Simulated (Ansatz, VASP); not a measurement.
# RbBr in VASP and in Ansatz

The input INCAR:

```
  PREC = Accurate
  ENCUT = 520
  EDIFF = 1E-6
  ISMEAR = 0
  SIGMA = 0.05
  LREAL = False
  LASPH = True
  NELM = 100
  ALGO = Normal
  ISIF = 2
  LWAVE = False
  LCHARG = False
  GGA = PS
  NBANDS = 15
```

KPOINTS

```
Automatic mesh
0
Gamma
  6 6 6
```

The input POSCAR:

```
RbBr
1.0
    4.0701688540      0.0000000000      0.0000000000
    0.0000000000      4.0701688540      0.0000000000
    0.0000000000      0.0000000000      4.0701688540
Rb Br
1 1
Direct
    0.0000000000     -0.0992287032     -0.0793829626
    0.5000000000      0.6061381027      0.5849104822
```

Input for Ansatz:

```yaml
crystal:
  lattice:
    - [4.070168854, 0.0, 0.0]
    - [0.0, 4.070168854, 0.0]
    - [0.0, 0.0, 4.070168854]
  atoms:
    - { symbol: Rb, position: [0.0, -0.0992287032, -0.0793829626] }
    - { symbol: Br, position: [0.5, 0.6061381027, 0.5849104822] }
basis:
  ecutwfc: 420
kpoints:
  mp_grid: { grid: [6, 6, 6] }
hamiltonian:
  xc: pbesol
scf:
  occupations: { method: gaussian, width: 0.05 }
output:
  forces: true
  stress: true
  eigenvalues: true
```

Change from the starting cell: mode 5 frozen in at -0.432 Å and mode 6 at -0.346 Å (largest displacements).

Alike in both runs: task single point; functional PBEsol; k mesh 6 × 6 × 6; occupations gaussian, width 0.05 eV; no spin polarisation.

```csv
,VASP,Ansatz
version,VASP 6.6.1,Ansatz 0.2.0
potentials or method,"VASP PAW PBE potentials, release 64 (Rb_sv, Br)","scalar-relativistic, plane waves, PAW"
plane-wave cutoff (eV),520,420
valence electrons in the cell,16,16
```

```csv
,VASP,Ansatz,Ansatz less VASP
gap on the k mesh at the Fermi level (eV),4.09,4.10,+0.004
least direct gap on the mesh (eV),4.29,4.29,+0.005
pressure (GPa),8.9,8.7,-0.17
largest component of the traceless stress (GPa),6.24,6.15,-0.092
rms of the force components (eV/Å),1.679,1.653,-0.0264
```

Atom by atom the forces differ by 0.026 eV/Å (rms over components).

Caveats: the PAW data sets were made with another functional, which shifts forces and pressure a little (VASP). A k mesh can miss the band edges.
